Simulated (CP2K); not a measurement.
# AlN (F-43m) in CP2K: convergence with rel cutoff ry

Aim: find how far rel cutoff ry must go before the results for AlN settle, at r2SCAN. This setting moves, with any that are tied to it; all else stays.

Everything below comes from runs of CP2K 2026.2. Logs are shortened: lines on timing, memory, paths and dates and some standing lists are left out, and cuts for length are marked.

### Step 1. The structure

It takes space group F-43m (No. 216, cubic). Conventional cell: a = 4.368 Å, b = 4.368 Å, c = 4.368 Å, α = 90.00°, β = 90.00°, γ = 90.00°. Around Al (site symmetry -43m) lie 4 N at 1.89 Å. N (site symmetry -43m) is surrounded by 4 Al at 1.89 Å.

Measurements of this composition are mostly on another form, of space group No. 186.

### Step 2. With rel cutoff ry 20

The input, aln_converge.inp:

```
&GLOBAL
  PROJECT aln_converge
  RUN_TYPE ENERGY_FORCE
  PRINT_LEVEL LOW
&END GLOBAL
&FORCE_EVAL
  METHOD QS
  STRESS_TENSOR ANALYTICAL
  &DFT
    BASIS_SET_FILE_NAME BASIS_MOLOPT_UZH
    POTENTIAL_FILE_NAME POTENTIAL_UZH
    &MGRID
      CUTOFF 675
      REL_CUTOFF 20
      NGRIDS 4
    &END MGRID
    &QS
      METHOD GPW
      EPS_DEFAULT 1.0E-9
    &END QS
    &KPOINTS
      SCHEME MONKHORST-PACK 8 8 8
      GAMMA_CENTERED T
      SYMMETRY T
      SYMMETRY_BACKEND SPGLIB
    &END KPOINTS
    &SCF
      SCF_GUESS ATOMIC
      EPS_SCF 1.0E-6
      MAX_SCF 100
      ADDED_MOS 10
      CHOLESKY OFF
      EPS_EIGVAL 1.0E-7
      &DIAGONALIZATION ON
        ALGORITHM STANDARD
      &END DIAGONALIZATION
      &MIXING ON
        METHOD BROYDEN_MIXING
        ALPHA 0.4
        BETA 1.5
        NBUFFER 8
      &END MIXING
      &SMEAR ON
        METHOD FERMI_DIRAC
        ELECTRONIC_TEMPERATURE 116.05
      &END SMEAR
    &END SCF
    &XC
      &XC_FUNCTIONAL
        &MGGA_X_R2SCAN
        &END MGGA_X_R2SCAN
        &MGGA_C_R2SCAN
        &END MGGA_C_R2SCAN
      &END XC_FUNCTIONAL
    &END XC
    &PRINT
      &KPOINTS ON
      &END KPOINTS
      &MULLIKEN ON
      &END MULLIKEN
      &MO ON
        ENERGIES T
        OCCUPATION_NUMBERS T
        &EACH
          QS_SCF 0
        &END EACH
        ADD_LAST NUMERIC
      &END MO
    &END PRINT
  &END DFT
  &SUBSYS
    &CELL
      A 3.0886333121 0.0000000000 0.0000000000
      B 1.5443166561 2.6748349113 0.0000000000
      C 1.5443166561 0.8916116371 2.5218585391
      PERIODIC XYZ
    &END CELL
    &COORD
      Al  0.0000000000 0.0000000000 0.0000000000
      N   1.5443166561 0.8916116371 0.6304646348
    &END COORD
    &KIND Al
      BASIS_SET TZVP-MOLOPT-SCAN-GTH-q3
      POTENTIAL GTH-SCAN-q3
    &END KIND
    &KIND N
      BASIS_SET TZVP-MOLOPT-SCAN-GTH-q5
      POTENTIAL GTH-SCAN-q5
    &END KIND
    &PRINT
      &ATOMIC_COORDINATES ON
      &END ATOMIC_COORDINATES
      &CELL ON
      &END CELL
    &END PRINT
  &END SUBSYS
  &PRINT
    &FORCES ON
    &END FORCES
    &STRESS_TENSOR ON
    &END STRESS_TENSOR
  &END PRINT
&END FORCE_EVAL
```

Potentials or basis: POTENTIAL_UZH Al GTH-SCAN-q3, N GTH-SCAN-q5; TZVP-MOLOPT-SCAN-GTH basis.

Run with:

```bash
$ OMP_NUM_THREADS=1 cp2k.psmp -i aln_converge.inp -o aln_converge.out
```

aln_converge.out:

```text

 CP2K| version string:                                       CP2K version 2026.2
 CP2K| Input file name                                          aln_converge.inp

 GLOBAL| Force Environment number                                              1
 GLOBAL| Basis set file name                                    BASIS_MOLOPT_UZH
 GLOBAL| Potential file name                                       POTENTIAL_UZH
 GLOBAL| MM Potential file name                                     MM_POTENTIAL
 GLOBAL| Coordinate file name                                      __STD_INPUT__
 GLOBAL| Method name                                                        CP2K
 GLOBAL| Project name                                               aln_converge
 GLOBAL| Run type                                                   ENERGY_FORCE
 GLOBAL| FFT library                                                       FFTW3
[... 6 lines left out ...]
 GLOBAL| Total number of message passing processes                             1
 GLOBAL| Number of threads for this process                                    1
 GLOBAL| CPU model name                                                  UNKNOWN

 CELL| Volume [angstrom^3]:                                            20.834547
 CELL| Vector a [angstrom]:       3.089     0.000     0.000   |a| =     3.088633
 CELL| Vector b [angstrom]:       1.544     2.675     0.000   |b| =     3.088633
 CELL| Vector c [angstrom]:       1.544     0.892     2.522   |c| =     3.088633
 CELL| Angle (b,c), alpha [degree]:                                    60.000000
 CELL| Angle (a,c), beta  [degree]:                                    60.000000
 CELL| Angle (a,b), gamma [degree]:                                    60.000000
 CELL| Numerically orthorhombic:                                              NO
 CELL| Periodicity                                                           XYZ

 CELL_REF| Volume [angstrom^3]:                                        20.834547
 CELL_REF| Vector a [angstrom     3.089     0.000     0.000   |a| =     3.088633
 CELL_REF| Vector b [angstrom     1.544     2.675     0.000   |b| =     3.088633
 CELL_REF| Vector c [angstrom     1.544     0.892     2.522   |c| =     3.088633
 CELL_REF| Angle (b,c), alpha [degree]:                                60.000000
 CELL_REF| Angle (a,c), beta  [degree]:                                60.000000
 CELL_REF| Angle (a,b), gamma [degree]:                                60.000000
 CELL_REF| Numerically orthorhombic:                                          NO
 CELL_REF| Periodicity                                                       XYZ
[... 9 lines left out ...]
 TOTAL NUMBERS AND MAXIMUM NUMBERS

  Total number of            - Atomic kinds:                                   2
                             - Atoms:                                          2
                             - Shell sets:                                     2
                             - Shells:                                        14
                             - Primitive Cartesian functions:                  9
                             - Cartesian basis functions:                     36
                             - Spherical basis functions:                     34

  Maximum angular momentum of- Orbital basis functions:                        2
                             - Local part of the GTH pseudopotential:          2
                             - Non-local part of the GTH pseudopotential:      2

 MODULE QUICKSTEP: ATOMIC COORDINATES IN ANGSTROM

   Atom Kind Element         X             Y             Z       Z(eff)     Mass
      1    1 Al   13      0.000000      0.000000      0.000000   3.0000  26.9815
      2    2 N     7      1.544317      0.891612      0.630465   5.0000  14.0067

 SCF PARAMETERS         Density guess:                                    ATOMIC
                        --------------------------------------------------------
                        max_scf:                                             100
[... 7 lines left out ...]
                        --------------------------------------------------------
                        level_shift [a.u.]:                             0.000000
[... 65 lines left out ...]
 SCF WAVEFUNCTION OPTIMIZATION

  Step     Update method      Time    Convergence         Total energy    Change
  ------------------------------------------------------------------------------
     1 NoMix/Diag. 0.40E+00    2.6     1.94085169       -12.2630420157 -1.23E+01
     2 Broy./Diag. 0.40E+00    3.2     0.14402050       -10.7340278646  1.53E+00
     3 Broy./Diag. 0.40E+00    3.2     0.10424218       -11.6807022205 -9.47E-01
     4 Broy./Diag. 0.40E+00    3.2     0.04138537       -12.1251629853 -4.44E-01
     5 Broy./Diag. 0.40E+00    3.3     0.01031114       -12.0962025346  2.90E-02
     6 Broy./Diag. 0.40E+00    3.2     0.00650847       -12.1349752777 -3.88E-02
     7 Broy./Diag. 0.40E+00    3.2     0.00102852       -12.1339334662  1.04E-03
     8 Broy./Diag. 0.40E+00    3.2     0.00140940       -12.1321191847  1.81E-03
     9 Broy./Diag. 0.40E+00    3.3     0.00006242       -12.1332724825 -1.15E-03
    10 Broy./Diag. 0.40E+00    3.2     0.00004846       -12.1334643600 -1.92E-04
    11 Broy./Diag. 0.40E+00    3.2     0.00001778       -12.1333303533  1.34E-04
    12 Broy./Diag. 0.40E+00    3.2     0.00001628       -12.1333600378 -2.97E-05
    13 Broy./Diag. 0.40E+00    3.2     0.00000069       -12.1333560973  3.94E-06

  *** SCF run converged in    13 steps ***

  Electronic density on regular grids:         -7.9999999961        0.0000000039
  Core density on regular grids:                7.9999999907       -0.0000000093
  Total charge density on r-space grids:       -0.0000000054
  Total charge density g-space grids:          -0.0000000054

  Overlap energy of the core charge distribution:               0.00000000032477
  Self energy of the core charge distribution:                -30.40605333275037
  Core Hamiltonian energy:                                      8.63275719325766
  Hartree energy:                                              13.10233367139727
  Exchange-correlation energy:                                 -3.46239362948123
  Electronic entropic energy:                                  -0.00000000000000
  Fermi energy:                                                 0.28855202026625

  Total energy:                                               -12.13335609725190
  Total energy (extrapolated to T->0):                        -12.13335609725190

 MO| EIGENVALUES AND OCCUPATION NUMBERS FOR K POINT 1
 MO|
 MO|  Index      Eigenvalue [a.u.]        Eigenvalue [eV]             Occupation
 MO|      1              -0.321232              -8.741166               2.000000
 MO|      2               0.009404               0.255909               2.000000
 MO|      3               0.184208               5.012555               2.000000
 MO|      4               0.184210               5.012596               2.000000
 MO|      5               0.493464              13.427832               0.000000
 MO|      6               0.616408              16.773323               0.000000
 MO|      7               0.659181              17.937217               0.000000
 MO|      8               0.659188              17.937426               0.000000
 MO|      9               0.948975              25.822937               0.000000
 MO|     10               0.963544              26.219356               0.000000
 MO|     11               0.963548              26.219469               0.000000
 MO|     12               1.207664              32.862211               0.000000
 MO|     13               1.228500              33.429172               0.000000
[... 263 lines left out ...]
 MO|      4               0.164489               4.475963               2.000000
 MO|      5               0.490410              13.344739               0.000000
 MO|      6               0.587755              15.993620               0.000000
 MO|      7               0.660968              17.985841               0.000000
 MO|      8               0.720168              19.596772               0.000000
 MO|      9               0.848326              23.084124               0.000000
 MO|     10               0.996534              27.117074               0.000000
 MO|     11               1.109157              30.181693               0.000000
 MO|     12               1.197449              32.584252               0.000000
 MO|     13               1.277860              34.772339               0.000000
 MO|     14               1.338472              36.421674               0.000000
 MO| Sum:                                                               8.000000
 MO| E(Fermi):            0.288552 a.u.          7.851900 eV
 MO| Band gap:            0.325922 a.u.          8.868776 eV

 [... the levels of further k-points ...]

 !-----------------------------------------------------------------------------!
                     Mulliken Population Analysis

 #  Atom  Element  Kind  Atomic population                           Net charge
       1     Al       1          1.583257                              1.416743
       2     N        2          6.416743                             -1.416743
 # Total charge                              8.000000                 -0.000000

 !-----------------------------------------------------------------------------!

 ENERGY| Total FORCE_EVAL ( QS ) energy [hartree]            -12.133353153450116

 FORCES| Atomic forces [hartree/bohr]
 FORCES|   Atom     x               y               z               |f|
 FORCES|      1 -1.51951931E-04 -8.70840359E-05 -6.14005202E-05   1.85588368E-04
 FORCES|      2  4.04962955E-04  2.33333702E-04  1.64719211E-04   4.95552248E-04
 FORCES| Sum     2.53011025E-04  1.46249666E-04  1.03318691E-04
 FORCES| Total atomic force                                       3.09964990E-04

 STRESS| Analytical stress tensor [bar]
 STRESS|                        x                   y                   z
 STRESS|      x       -1.12540460514E+04   4.91391054632E+03   3.48713373795E+03
 STRESS|      y        4.91391054632E+03  -1.69648704066E+04   2.01015348284E+03
 STRESS|      z        3.48713373795E+03   2.01015348284E+03  -1.83801747061E+04
 STRESS| 1/3 Trace                                            -1.55330303880E+04
 STRESS| Determinant                                          -2.74473006486E+12

 STRESS| Eigenvectors and eigenvalues of the analytical stress tensor [bar]
 STRESS|                        1                   2                   3
 STRESS| Eigenvalues  -1.98046890820E+04  -1.97921276528E+04  -7.00227442929E+03
 STRESS|      x          -0.169961643264     -0.550924543070      0.817064983745
 STRESS|      y          -0.356270270212      0.807398369338      0.470297105832
 STRESS|      z           0.918795153656      0.211163493610      0.333504789447
```

Wall time 56 s (1 thread of Arm Neoverse V1, shared host); peak memory 0.29 GiB.

Results:

- Free energy: -330.1653 eV
- Pressure: -1.6 GPa
- Band gap on the k mesh: 4.01 eV, indirect (least direct gap 4.89 eV)
- Mulliken charges: Al +1.42; N -1.42 e

### Step 3. With rel cutoff ry 30

aln_converge.inp: that of step 2 with these lines changed.

```diff
@@ -13,3 +13,3 @@
       CUTOFF 675
-      REL_CUTOFF 20
+      REL_CUTOFF 30
       NGRIDS 4
```

Potentials or basis: POTENTIAL_UZH Al GTH-SCAN-q3, N GTH-SCAN-q5; TZVP-MOLOPT-SCAN-GTH basis.

Run with:

```bash
$ OMP_NUM_THREADS=1 cp2k.psmp -i aln_converge.inp -o aln_converge.out
```

Run time: 60 s. Hardware: 1 thread of Arm Neoverse V1, shared host; peak memory 0.29 GiB.

What came out:

```
Free energy            : -330.1599 eV
Pressure               : -2.3 GPa
Band gap on the k mesh : 4.01 eV, indirect (least direct gap 4.89 eV)
Mulliken charges       : Al +1.40; N -1.40 e
```

### Step 4. With rel cutoff ry 40

aln_converge.inp: that of step 3 with these lines changed.

```diff
@@ -13,3 +13,3 @@
       CUTOFF 675
-      REL_CUTOFF 30
+      REL_CUTOFF 40
       NGRIDS 4
```

Run with:

```bash
$ OMP_NUM_THREADS=1 cp2k.psmp -i aln_converge.inp -o aln_converge.out
```

Wall time 60 s (1 thread of Arm Neoverse V1, shared host); peak memory 0.29 GiB.

What came out:

| Item | Value |
| --- | --- |
| Free energy | -330.1600 eV |
| Pressure | -2.3 GPa |
| Band gap on the k mesh | 4.01 eV, indirect (least direct gap 4.89 eV) |
| Mulliken charges | Al +1.40; N -1.40 e |

### Step 5. With rel cutoff ry 50

aln_converge.inp: that of step 4 with these lines changed.

```diff
@@ -13,3 +13,3 @@
       CUTOFF 675
-      REL_CUTOFF 40
+      REL_CUTOFF 50
       NGRIDS 4
```

Run with:

```bash
$ OMP_NUM_THREADS=1 cp2k.psmp -i aln_converge.inp -o aln_converge.out
```

Run time: 62 s. Hardware: 1 thread of Arm Neoverse V1, shared host; peak memory 0.29 GiB.

What came out:

| Item | Value |
| --- | --- |
| Free energy | -330.1599 eV |
| Pressure | -2.3 GPa |
| Band gap on the k mesh | 4.01 eV, indirect (least direct gap 4.89 eV) |
| Mulliken charges | Al +1.40; N -1.40 e |

### Step 6. With rel cutoff ry 60

aln_converge.inp: that of step 5 with these lines changed.

```diff
@@ -13,3 +13,3 @@
       CUTOFF 675
-      REL_CUTOFF 50
+      REL_CUTOFF 60
       NGRIDS 4
```

Potentials or basis: POTENTIAL_UZH Al GTH-SCAN-q3, N GTH-SCAN-q5; TZVP-MOLOPT-SCAN-GTH basis.

Run with:

```bash
$ OMP_NUM_THREADS=1 cp2k.psmp -i aln_converge.inp -o aln_converge.out
```

Run time: 66 s. Hardware: 1 thread of Arm Neoverse V1, shared host; peak memory 0.29 GiB.

It converged, with:

- Free energy: -330.1599 eV
- Pressure: -2.3 GPa
- Band gap on the k mesh: 4.01 eV, indirect (least direct gap 4.89 eV)
- Mulliken charges: Al +1.40; N -1.40 e

### Step 7. With rel cutoff ry 80

aln_converge.inp: that of step 6 with these lines changed.

```diff
@@ -13,3 +13,3 @@
       CUTOFF 675
-      REL_CUTOFF 60
+      REL_CUTOFF 80
       NGRIDS 4
```

Run with:

```bash
$ OMP_NUM_THREADS=1 cp2k.psmp -i aln_converge.inp -o aln_converge.out
```

Wall time 80 s (1 thread of Arm Neoverse V1, shared host); peak memory 0.29 GiB.

It converged, with:

| Property | Result |
| --- | --- |
| Free energy | -330.1599 eV |
| Pressure | -2.3 GPa |
| Band gap on the k mesh | 4.01 eV, indirect (least direct gap 4.89 eV) |
| Mulliken charges | Al +1.40; N -1.40 e |

### Step 8. With rel cutoff ry 100

aln_converge.inp: that of step 7 with these lines changed.

```diff
@@ -13,3 +13,3 @@
       CUTOFF 675
-      REL_CUTOFF 80
+      REL_CUTOFF 100
       NGRIDS 4
```

Run with:

```bash
$ OMP_NUM_THREADS=1 cp2k.psmp -i aln_converge.inp -o aln_converge.out
```

Wall time 89 s (1 thread of Arm Neoverse V1, shared host); peak memory 0.29 GiB.

The run converged. Its results:

```
Free energy            : -330.1599 eV
Pressure               : -2.3 GPa
Band gap on the k mesh : 4.01 eV, indirect (least direct gap 4.89 eV)
Mulliken charges       : Al +1.40; N -1.40 e
```

### Step 9. Result

```
rel cutoff ry  energy less the tightest run, at zero smearing (meV/atom)  pressure (GPa)  SCF cycles  CPU time (s)  peak memory (GiB)
           20                                                      -2.70           -1.55          13            56               0.29
           30                                                       0.00           -2.31          13            60               0.29
           40                                                      -0.03           -2.31          13            60               0.29
           50                                                       0.00           -2.32          13            62               0.29
           60                                                       0.00           -2.32          13            66               0.29
           80                                                       0.00           -2.32          13            80               0.29
          100                                                       0.00           -2.32          13            89               0.29
```

Against the tightest run, the energy stays within 1 meV/atom from 30 on; the pressure stays within 0.1 GPa from 30 on. The tightest run that finished is the yardstick and may itself not be fully converged.

Caveats: the basis of atomic orbitals isn't converged, which shifts pressures, moduli and gaps.
